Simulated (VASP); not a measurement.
Sn: single point with PBEsol

The system is Sn, a slab with vacuum.

```
CELL_PARAMETERS angstrom
4.62247 0.00000 0.00000
-2.31124 4.00318 0.00000
0.00000 0.00000 27.26626
ATOMIC_POSITIONS crystal
Sn 0.00000 0.00000 0.27518
Sn 0.66667 0.33333 0.30884
Sn 0.66667 0.33333 0.41386
Sn 0.33333 0.66667 0.44801
Sn 0.33333 0.66667 0.55199
Sn 0.00000 0.00000 0.58614
Sn 0.00000 0.00000 0.69116
Sn 0.66667 0.33333 0.72482
```

The slab is cut from a database's or a generator's crystal, which needn't be the stable form of the element.

| Item | Value |
| --- | --- |
| Program | VASP 6.6.1 |
| Task | single point |
| Functional | PBEsol |
| Potentials or basis | VASP PAW PBE potentials, release 64 (Sn_d) |
| Cutoff | 520 eV |
| k mesh | 6 × 6 × 1 |
| Occupations | gaussian, width 0.03 eV |
| Spin | no spin polarisation |

The largest force is 0.021 eV/Å. The band gap on the k mesh is none (metal or under the smearing width), the work function of the upper face is 4.42 eV and the work function of the lower face is 4.42 eV.

Forces in eV/Å, atoms in the order of the input:
```
Sn   0.000  0.000 -0.020
Sn   0.000  0.000 -0.019
Sn   0.000  0.000 -0.021
Sn   0.000  0.000 -0.009
Sn   0.000  0.000  0.009
Sn   0.000  0.000  0.021
Sn   0.000  0.000  0.019
Sn   0.000  0.000  0.020
```

Levels at points of the mesh, in eV from the Fermi level:
```csv
k point,band 54,band 55,band 56,band 57,band 58,band 59
"(0.00, 0.00, 0.00)",-0.10,0.09,0.15,0.15,0.35,0.60
"(0.50, 0.00, 0.00)",-1.32,-1.04,-0.65,0.06,1.03,1.12
```

Core levels (eV, on the scale of the bands):
| atom | levels |
| --- | --- |
| 1 Sn | 1s -29001.7, 2s -4373.3, 2p -3924.9, 3s -839.4, 3p -693.0, 3d -467.7, 4s -128.3, 4p -84.0 |
| 2 Sn | 1s -29001.8, 2s -4373.3, 2p -3924.9, 3s -839.5, 3p -693.0, 3d -467.8, 4s -128.3, 4p -84.1 |
| 3 Sn | 1s -29002.0, 2s -4373.5, 2p -3925.1, 3s -839.7, 3p -693.3, 3d -468.0, 4s -128.5, 4p -84.3 |
| 4 Sn | 1s -29002.0, 2s -4373.5, 2p -3925.1, 3s -839.7, 3p -693.2, 3d -467.9, 4s -128.5, 4p -84.3 |
| 5 Sn | 1s -29002.0, 2s -4373.5, 2p -3925.1, 3s -839.7, 3p -693.2, 3d -467.9, 4s -128.5, 4p -84.3 |
| 6 Sn | 1s -29002.0, 2s -4373.5, 2p -3925.1, 3s -839.7, 3p -693.3, 3d -468.0, 4s -128.5, 4p -84.3 |

It took 3.4 min on 2 MPI ranks on AMD EPYC 9R45 (Zen 5), with other jobs on the host, peak memory 0.63 GiB a rank.

Caveat: the PAW data sets were made with another functional, which shifts forces and pressure a little.
